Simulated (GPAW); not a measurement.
# Sb (R-3m) in GPAW: further runs, part 2 of 2

GPAW 26.7.0.

**4. Single point, PBE**

Input file run.py:

```python
from ase.dft.bandgap import bandgap
from ase.io import read, write
from ase.units import GPa
from gpaw import GPAW, PW

atoms = read('Sb.xyz')

calc = GPAW(mode=PW(600),
            xc='PBE',
            kpts={'size': (8, 8, 8), 'gamma': True},
            occupations={'name': 'methfessel-paxton', 'order': 0, 'width': 0.019000000000000003},
            nbands=25,
            convergence={'density': 1e-05, 'energy': 1e-05},
            maxiter=150,
            txt='gpaw.txt')
atoms.calc = calc
energy = atoms.get_potential_energy()
forces = atoms.get_forces()
stress = atoms.get_stress()
calc.write('gs.gpw')
write('result.traj', atoms)
print(f'Energy: {energy:.6f} eV')
print('Forces (eV/A):')
print(forces.round(4))
print('Stress (GPa):', (stress / GPa).round(3))
print('Fermi level:', round(calc.get_fermi_level(), 4), 'eV')
print(f'Gap: {bandgap(calc)[0]:.4f} eV, direct: {bandgap(calc, direct=True)[0]:.4f} eV')
```

Input file Sb.xyz:

```xyz
2
Lattice="2.1542000000 1.2437279499 3.7580000000 -2.1542000000 1.2437279499 3.7580000000 0.0000000000 -2.4874558998 3.7580000000" Properties=species:S:1:pos:R:3 pbc="T T T"
Sb     0.0000000000      0.0000000000      8.6416337400
Sb     0.0000000000      0.0000000000      2.6323662600
```

Potentials or basis: GPAW PAW data sets (gpaw-data 1.2.1), pw.

Started as:

```sh
OMP_NUM_THREADS=1 python run.py
```

gpaw.txt:

```text
__  _  _
 | _ |_)|_||  |
 |__||  | ||/\| - 26.7.0

Input parameters:
  mode=PW(ecut=600.0),
  convergence={'density': 1e-05, 'energy': 1e-05},
  kpts=MonkhorstPack(size=(8, 8, 8), gamma=True),
  maxiter=150,
  nbands=25,
  occupations=Occupations(name='methfessel-paxton', order=0, width=0.019000000000000003),
  xc=XC(name='PBE')

Diagonalizing LCAO Hamiltonian
Converting LCAO to pw mode

       Sb

       Sb

Atoms  # Å, Bohr magnetons
|   | symbol |        x |        y |        z |    initial magnetic moments |
|---|--------|----------|----------|----------|-----------------------------|
| 0 |     Sb | 0.000000 | 0.000000 | 8.641634 | ( 0.0000,  0.0000,  0.0000) |
| 1 |     Sb | 0.000000 | 0.000000 | 2.632366 | ( 0.0000,  0.0000,  0.0000) |

Unit cell  # Å
| periodic |         x |         y |        z |  lengths |    angles |
|----------|-----------|-----------|----------|----------|-----------|
|      yes |  2.154200 |  1.243728 | 3.758000 | 4.506662 | 57.110173 |
|      yes | -2.154200 |  1.243728 | 3.758000 | 4.506662 | 57.110173 |
|      yes |  0.000000 | -2.487456 | 3.758000 | 4.506662 | 57.110173 |

Number of symmetries: 12
Symmetry operations  # r_c * U_cc + t_c -> r_c
|    | kind |            matrix            |
|----|------|------------------------------|
|  0 |  E   |  1, 0, 0,  0, 1, 0,  0, 0, 1 |
|  1 |  σ   |  1, 0, 0,  0, 0, 1,  0, 1, 0 |
|  2 |  σ   |  0, 1, 0,  1, 0, 0,  0, 0, 1 |
|  3 |  C3  |  0, 1, 0,  0, 0, 1,  1, 0, 0 |
|  4 |  C3  |  0, 0, 1,  1, 0, 0,  0, 1, 0 |
|  5 |  σ   |  0, 0, 1,  0, 1, 0,  1, 0, 0 |
|  6 |  C2  |  0, 0,-1,  0,-1, 0, -1, 0, 0 |
|  7 |  S6  |  0, 0,-1, -1, 0, 0,  0,-1, 0 |
|  8 |  S6  |  0,-1, 0,  0, 0,-1, -1, 0, 0 |
|  9 |  C2  |  0,-1, 0, -1, 0, 0,  0, 0,-1 |
| 10 |  C2  | -1, 0, 0,  0, 0,-1,  0,-1, 0 |
| 11 |  i   | -1, 0, 0,  0,-1, 0,  0, 0,-1 |

BZ-sampling:
  Number of BZ points: 512
  Number of IBZ points: 65

  Monkhorst-Pack size: [8, 8, 8]
  Monkhorst-Pack shift: [0.0625, 0.0625, 0.0625]

K-points  # in reciprocal-cell coordinates
|     |                                coordinates |     weight |
|-----|--------------------------------------------|------------|
|   0 | (  0.00000000,   0.00000000,   0.00000000) | 0.00195312 |
|   1 | (  0.12500000,   0.00000000,  -0.12500000) | 0.01171875 |
|   2 | (  0.12500000,   0.00000000,   0.00000000) | 0.01171875 |
|   3 | (  0.12500000,   0.12500000,  -0.12500000) | 0.01171875 |
|   4 | (  0.12500000,   0.12500000,   0.00000000) | 0.01171875 |
|   5 | (  0.12500000,   0.12500000,   0.12500000) | 0.00390625 |
|   6 | (  0.25000000,  -0.12500000,  -0.12500000) | 0.01171875 |
|   7 | (  0.25000000,   0.00000000,  -0.25000000) | 0.01171875 |
|   8 | (  0.25000000,   0.00000000,  -0.12500000) | 0.02343750 |
|   9 | (  0.25000000,   0.00000000,   0.00000000) | 0.01171875 |
| ... |                                            |            |
|  64 | (  0.50000000,   0.50000000,   0.50000000) | 0.00195312 |

Plane wave coefficients: 2032
Cutoff: 600.0 eV

Spin-components: 1 (collinear spins)
Bands:           25
Projectors:      12
Spin-degeneracy: 2
Datatype:        complex128

Parallelization:
  kpt:    1
  domain: 1
  band:   1

Density:
  Valence electrons: 30.0
  Components: 1
  Grid points: [27 27 27]
  Charge: 0.0  # |e|

Potential:
  Grid points: [27 27 27]

species:
  Sb:
    name:    Antimony
    Z:       51.0
    valence: 15
    core:    36
    charge:  0.0  # [|e|]
    compensation charges:
      type: gauss
      rc: 0.36  # [Å]
      lmax: 2
    cutoffs:
      filter: 2.23  # [Å]
      core: 2.23  # [Å]
    projectors
    | kind |    occ | energy [eV] | rcut [Å] |
    |------|--------|-------------|----------|
    |   5s |  2.000 |     -12.815 |    1.154 |
    |   5p |  3.000 |      -4.830 |    1.233 |
    |   4d | 10.000 |     -33.514 |    1.196 |
    |    s |        |      14.396 |    1.154 |
    |    p |        |      22.381 |    1.233 |
    |    d |        |      -6.303 |    1.196 |

    Using partial waves for Sb as LCAO basis

Reference energy: -352563.116496  # eV

eigensolver:
  PPCG
  Converge bands: occupied
  niter=2

density mixing:
  MSR1-Mixer
  Pratt-step length: 0.05
  Maximum mixing coefficient: 0.75
  Old densities: 10
  SVD Regularization: 0.005
  Good broyden scale: 1.0
  Trust region scale: 1.0
  Backstep threshold: 4.0
  History deletion threshold: 6.0
  Fourier metric: weight=20.0, sigma=0.015

occupation numbers:
  Methfessel-Paxton:
    width: 0.0190  # eV
    order: 0

poisson solver:
  ecut: 4800.0  # eV

xc functional:
  name: PBE with 2 nearest neighbor stencil

convergence criteria:
- Maximum integral of absolute [dens]ity change: 1e-05 electrons / valence electron
- Maximum [total energy] change in last 3 cyles: 1e-05 eV / valence electron
- Maximum integral of absolute [eigenst]ate change: 4e-08 eV^2 / valence electron
maximum number of iterations: 150

SCF iterations
|iter     | |      energy | eigst |  dens |
|---------|-|-------------|-------|-------|
|iter:   1| |   -8.797989 | +0.40 |       |
|iter:   2| |   -8.806087 | -1.95 | -1.68 |
|iter:   3| |   -8.807554 | -2.74 | -1.70 |
|iter:   4| |   -8.809137 | -3.29 | -2.21 |
|iter:   5| |   -8.809354 | -4.51 | -2.96 |
|iter:   6| |   -8.809389c| -5.56 | -3.45 |
|iter:   7| |   -8.809391c| -6.81 | -4.30 |
|iter:   8| |   -8.809391c| -7.50c| -4.80 |
|iter:   9| |   -8.809391c| -7.90c| -5.91c|

Converged in 9 steps
Energy contributions relative to reference atoms: (reference = -352563.116496)

Energy contributions:
  Kinetic:           2.393106
  Coulomb:          -3.515583
  Zero:              0.360593
  External:          0.000000
  Xc:               -8.047441
  Entropy:          -0.000131
  Spinorbit:         0.000000
  ----------------------------
  Free energy:      -8.809457
  Extrapolated:     -8.809391

dipole moment: (-0.000000, 0.000000, -0.000002)  # |e|*Ang

Fermi level: 7.034
Eigenvalues  # (at kpt = [0.000, 0.000, 0.000])
| band index |      eig [eV] | occ [0-2] |
|------------|---------------|-----------|
|          0 |       -22.529 |     2.000 |
|        ... |               |           |
|          7 |       -22.325 |     2.000 |
|          8 |       -22.249 |     2.000 |
|          9 |       -22.249 |     2.000 |
|         10 |        -5.767 |     2.000 |
|         11 |         2.141 |     2.000 |
|         12 |         4.866 |     2.000 |
[... 8 lines left out ...]
|         21 |        13.564 |     0.000 |
|         22 |        13.977 |     0.000 |
|        ... |               |           |
|         24 |        14.679 |     0.000 |

No gap
No difference between direct/indirect transitions

Forces  # eV/Ang
|       x |       y |        z |
|---------|---------|----------|
| 0.00000 | 0.00000 | -0.12463 |  # Sb   0
| 0.00000 | 0.00000 |  0.12463 |  # Sb   1

Stress tensor  # eV/Ang^3
|         x |         y |         z |
|-----------|-----------|-----------|
| -0.016378 | -0.000000 | -0.000000 |
| -0.000000 | -0.016378 |  0.000000 |
| -0.000000 |  0.000000 | -0.012173 |

# Writing to gs.gpw (mode='')
```

Wall time 50 s (1 thread of Arm Neoverse V2, shared host); peak memory 0.22 GiB.

Results:

```
Free energy            : -8.8095 eV
Pressure               : 2.4 GPa
Largest force          : 0.125 eV/Å
Band gap on the k mesh : none (metal or under the smearing width)
```

Forces in eV/Å, atoms in the order of the input:
```
Sb   0.000  0.000 -0.125
Sb   0.000  0.000  0.125
```

Levels at points of the mesh, in eV from the Fermi level:
```
           k point  band 12  band 13  band 14  band 15  band 16  band 17  band 18  band 19
(0.00, 0.00, 0.00)    -4.89    -2.17    -1.90    -1.90     1.98     2.60     2.60     5.05
(0.50, 0.00, 0.00)    -9.72    -2.04    -1.93    -0.39    -0.30     0.10     0.40     7.53
(0.50, 0.50, 0.00)    -8.08    -5.53    -3.85    -3.76     1.44     4.83     5.42     6.83
(0.50, 0.50, 0.50)    -9.07    -1.42    -1.42    -0.56     0.03     0.03     1.02     6.94
```

Spin-orbit coupling is left out, which matters for the levels of Sb.

**5. The runs side by side**

| smearing | gap on the mesh (eV) | pressure (GPa) | largest force (eV/Å) |
| --- | --- | --- | --- |
| gaussian 0.017 eV | none | 2.4 | 0.12 |
| gaussian 0.018 eV | none | 2.4 | 0.12 |
| gaussian 0.019 eV | none | 2.4 | 0.12 |

Alike in all rows: task single point; level PBE; potentials or basis GPAW PAW data sets (gpaw-data 1.2.1), pw; no spin polarisation; cell as given; k mesh 8 × 8 × 8; cutoff (eV) 600.

Every run on the cell as given and a fine mesh finds a metal.

Total energies depend on the potentials used, so only differences within one code and one set of settings carry meaning.
